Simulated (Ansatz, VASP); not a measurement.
Two plane-wave programs on Sb

INCAR

```
SYSTEM = Sb
PREC = Accurate ; ENCUT = 600
EDIFF = 1E-6 ; ISMEAR = -1
SIGMA = 0.05 ; LREAL = .FALSE.
LASPH = .TRUE. ; NELM = 60
ALGO = Normal ; ISIF = 3
LWAVE = .FALSE. ; LCHARG = .FALSE.
GGA = RE ; IVDW = 12
IBRION = 2 ; NSW = 60
EDIFFG = -0.01
```

KPOINTS

```
regular mesh
0
G
  10 10 10
  0 0 0
```

File POSCAR:

```
Sb
1.0
    0.0000000000      2.3712425216      2.3712425216
    2.3712425216      0.0000000000      2.3712425216
    2.3712425216      2.3712425216      0.0000000000
Sb
1
Direct
    0.0000000000      0.0000000000      0.0000000000
```

File input.yaml:

```yaml
crystal:
  lattice:
    - [0.0, 2.3712425216, 2.3712425216]
    - [2.3712425216, 0.0, 2.3712425216]
    - [2.3712425216, 2.3712425216, 0.0]
  atoms:
    - { symbol: Sb, position: [0.0, 0.0, 0.0] }
hamiltonian:
  xc: revpbe
  pseudopotentials: { kind: paw }
  dispersion: d3bj
kpoints:
  mp_grid: { grid: [10, 10, 10] }
scf:
  occupations: { method: fermi_dirac, width: 0.05 }
output:
  forces: true
  stress: true
  eigenvalues: true
  write_density: true
  write_potential: true
  elf: true
  volumetric_format: npy
relax:
  f_tol: 0.01
  max_steps: 40
  cell: { stress_tol: 0.05 }
```

This isn't the form of Sb at room conditions, which is rhombohedral.

Alike in both runs: task relaxation of cell and atoms; functional revPBE; dispersion D3(BJ); k mesh 10 × 10 × 10; occupations fermi-dirac, width 0.05 eV; no spin polarisation.

|  | VASP | Ansatz |
| --- | --- | --- |
| version | VASP 6.6.1 | Ansatz 0.2.0 |
| potentials or method | VASP PAW PBE potentials, release 64 (Sb) | Ansatz PAW |
| plane-wave cutoff (eV) | 600 | 420 |
| valence electrons in the cell | 5 | 15 |

VASP gave:

| Property | Result |
| --- | --- |
| gap on the k mesh at the Fermi level, each at its own relaxed structure (eV) | none |
| relaxed volume (Å³/atom) | 25.21 |
| relaxed cell length with the largest relative difference (Å) | 3.291 |
| energy change over the relaxation (meV/atom) | -16 |

**Question.** What did Ansatz give for the same quantities?

**Answer.** gap on the k mesh at the Fermi level, each at its own relaxed structure (eV): none; relaxed volume (Å³/atom): 25.29; relaxed cell length with the largest relative difference (Å): 3.295; energy change over the relaxation (meV/atom): -14.

A gap of «none» marks a metal or a gap that the smearing closes. The two sets of potentials don't hold the same shells in valence.

Caveats: pairwise dispersion overbinds metals, which lowers pressure and volume; the PAW data sets were made with another functional, which shifts forces and pressure a little (VASP); the plane-wave basis is chosen anew once the cell has moved, so the energies of steps on either side of that aren't comparable (Ansatz); the PAW data sets come from PBE, with cores solved anew for the run's functional, which leaves a small shift of forces and pressure (Ansatz). The runs have no spin-orbit coupling, so splittings on Sb are missing.
